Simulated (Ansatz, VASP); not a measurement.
## Se in VASP and in Ansatz

```
Se
1.0
     3.95346    0.00000    0.00000
    -1.97673    3.42380    0.00000
     0.00000    0.00000    5.12053
Se
3
Direct
  0.25435 0.00000 0.33333
  0.00000 0.25435 0.66667
  0.74565 0.74565 0.00000
```

Alike in both runs: task single point; functional LDA; k mesh 9 × 9 × 6; occupations gaussian, width 0.6 eV; no spin polarisation.

|  | VASP | Ansatz |
| --- | --- | --- |
| version | VASP 6.6.1 | Ansatz 0.2.0 |
| potentials or method | VASP PAW LDA potentials, release 64 (Se) | plane waves (420 eV) with PAW, scalar-relativistic |
| plane-wave cutoff (eV) | 520 | 420 |
| valence electrons in the cell | 18 | 48 |

Ansatz gave:

- pressure (GPa): 0.0
- largest component of the traceless stress (GPa): 0.03

Problem. Which values does VASP return?

Solution. Pressure (GPa): 0.3; largest component of the traceless stress (GPa): 0.14.

The two sets of potentials don't hold the same shells in valence. Ansatz warned: «pseudo_functional_mismatch».
